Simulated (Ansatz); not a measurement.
# An Al vacancy and an N vacancy in zincblende AlN, 62 atoms, charge 0

Wanted: geometry, formation energy and gap levels of the defect, compared across PBEsol and r²SCAN.

Program: Ansatz 0.2.0, PAW, plane waves. These are calculated values, not measurements.

## 1. The system as built

62 atoms (31 Al, 31 N); a = 8.755 Å, b = 8.755 Å, c = 8.755 Å, α = 90.00°, β = 90.00°, γ = 90.00°. All atoms were shaken off their sites by about 0.02 Å along each axis. Defect site 1: (0.500, 0.500, 0.500). Defect site 2: (0.625, 0.625, 0.625).

The runs, in order: (2) PBEsol relaxation at the single k point (¼, ¼, ¼), on 7 threads of Arm Neoverse-V2; (3) r²SCAN single point at the single k point (¼, ¼, ¼), on 7 threads of Arm Neoverse-V2.

## 2. PBEsol relaxation in the fixed cell

in.yaml reads:

```yaml
crystal:
  lattice:
    - [8.755444, 0.000000, 0.000000]
    - [0.000000, 8.755444, 0.000000]
    - [0.000000, 0.000000, 8.755444]
  atoms:
    - { symbol: Al, position: [0.001502, 0.998497, 0.000233] }
    - { symbol: Al, position: [0.001563, 0.997598, 0.502401] }
    - { symbol: Al, position: [0.999702, 0.499487, 0.000532] }
    - { symbol: Al, position: [0.000502, 0.500383, 0.496591] }
    - { symbol: Al, position: [0.497730, 0.998028, 0.000046] }
    - { symbol: Al, position: [0.500436, 0.999596, 0.502487] }
    - { symbol: Al, position: [0.502389, 0.500349, 0.997088] }
    - { symbol: Al, position: [0.248104, 0.249736, 0.000341] }
    - { symbol: Al, position: [0.254016, 0.250987, 0.500810] }
    - { symbol: Al, position: [0.250593, 0.751912, 0.999809] }
    - { symbol: Al, position: [0.250066, 0.747142, 0.502194] }
    - { symbol: Al, position: [0.749909, 0.248112, 0.999486] }
    - { symbol: Al, position: [0.749045, 0.248555, 0.501298] }
    - { symbol: Al, position: [0.751982, 0.752458, 0.003130] }
    - { symbol: Al, position: [0.745346, 0.752132, 0.498786] }
    - { symbol: Al, position: [0.253235, 0.999153, 0.250364] }
    - { symbol: Al, position: [0.250318, 0.993146, 0.750777] }
    - { symbol: Al, position: [0.247568, 0.498145, 0.250927] }
    - { symbol: Al, position: [0.252859, 0.504216, 0.752986] }
    - { symbol: Al, position: [0.753765, 0.997861, 0.248143] }
    - { symbol: Al, position: [0.747444, 0.001448, 0.749853] }
    - { symbol: Al, position: [0.749441, 0.500121, 0.247915] }
    - { symbol: Al, position: [0.750549, 0.503805, 0.747900] }
    - { symbol: Al, position: [0.002921, 0.249880, 0.252783] }
    - { symbol: Al, position: [0.001389, 0.253647, 0.747040] }
    - { symbol: Al, position: [0.001833, 0.751168, 0.253810] }
    - { symbol: Al, position: [0.002974, 0.752137, 0.751567] }
    - { symbol: Al, position: [0.500200, 0.247564, 0.250652] }
    - { symbol: Al, position: [0.501444, 0.254948, 0.751183] }
    - { symbol: Al, position: [0.499580, 0.752293, 0.251783] }
    - { symbol: Al, position: [0.502218, 0.750807, 0.748641] }
    - { symbol: N, position: [0.124393, 0.128048, 0.123817] }
    - { symbol: N, position: [0.127413, 0.121536, 0.623146] }
    - { symbol: N, position: [0.122837, 0.622960, 0.126299] }
    - { symbol: N, position: [0.122683, 0.628553, 0.624943] }
    - { symbol: N, position: [0.621512, 0.124871, 0.123818] }
    - { symbol: N, position: [0.628654, 0.124617, 0.628673] }
    - { symbol: N, position: [0.626451, 0.627714, 0.127534] }
    - { symbol: N, position: [0.376398, 0.371989, 0.129659] }
    - { symbol: N, position: [0.373932, 0.375932, 0.627115] }
    - { symbol: N, position: [0.374478, 0.878257, 0.122708] }
    - { symbol: N, position: [0.372108, 0.875050, 0.628741] }
    - { symbol: N, position: [0.874486, 0.373655, 0.127708] }
    - { symbol: N, position: [0.875165, 0.376662, 0.622449] }
    - { symbol: N, position: [0.874741, 0.875377, 0.122683] }
    - { symbol: N, position: [0.872940, 0.874659, 0.626255] }
    - { symbol: N, position: [0.373061, 0.127165, 0.373058] }
    - { symbol: N, position: [0.374548, 0.127214, 0.877056] }
    - { symbol: N, position: [0.372844, 0.624395, 0.374154] }
    - { symbol: N, position: [0.373601, 0.619053, 0.876284] }
    - { symbol: N, position: [0.876071, 0.126583, 0.374679] }
    - { symbol: N, position: [0.875137, 0.122387, 0.877733] }
    - { symbol: N, position: [0.876615, 0.625038, 0.377238] }
    - { symbol: N, position: [0.875390, 0.623278, 0.875729] }
    - { symbol: N, position: [0.122848, 0.373842, 0.375446] }
    - { symbol: N, position: [0.125839, 0.373833, 0.877141] }
    - { symbol: N, position: [0.122827, 0.875610, 0.374668] }
    - { symbol: N, position: [0.122528, 0.874309, 0.874653] }
    - { symbol: N, position: [0.625205, 0.373538, 0.377931] }
    - { symbol: N, position: [0.627022, 0.375738, 0.875849] }
    - { symbol: N, position: [0.628843, 0.871946, 0.376022] }
    - { symbol: N, position: [0.625347, 0.872522, 0.874856] }
  symmetry: { detect: false }
kpoints:
  mp_grid: { grid: [1, 1, 1], shift: [0.25, 0.25, 0.25] }
hamiltonian:
  xc: pbesol
scf:
  occupations: { method: fermi_dirac, width: 0.01 }
relax:
  f_tol: 0.03
  max_steps: 80
  escape_saddle: false
  adjacent_minimum: "off"
output:
  forces: true
  eigenvalues: true
  populations: true
```

On the command line:

```bash
ansatz run in.yaml --threads 7 --pin off --max-ram 13300MiB --runs-dir r --events-out ev --progress --plain
```

The runs that follow: Single point with r²SCAN.

What does the calculation give? Wanted: for each run, formation energy; host gap; top filled to lowest empty.

**Answer**, as computed:

| level | time | formation energy (eV) | host gap (eV) | top filled to lowest empty (eV) |
| --- | --- | --- | --- | --- |
| PBEsol, relaxation | 40 s (7 CPU threads) | 10.72 | 3.17 | 0.53 |
| r²SCAN | 20 s (7 CPU threads) | 11.35 | 3.92 | 0.77 |

```
     quantity                             value
   relaxation  8 recorded steps, 1.63 eV gained
largest shift                     0.38 Å (Al23)
```

**Reading.** Relaxation gains 1.63 eV, with shifts up to 0.38 Å (Al23). The formation energy goes from 10.72 eV (PBEsol) to 11.35 eV (r²SCAN). The reservoirs are the elements' reference phases; where the defect changes the composition, the value depends on that choice. r²SCAN puts 4 localised levels over 0.1 eV inside the gap, at 0.55 (filled), 1.69 (filled), 1.69 (filled), 2.46 (empty) eV, the tightest of them shared by about 4 atoms. The host's edges were read at Γ, so band-like levels at this k point need not coincide with them. Finite-cell errors of some tenths of an eV remain in such numbers.
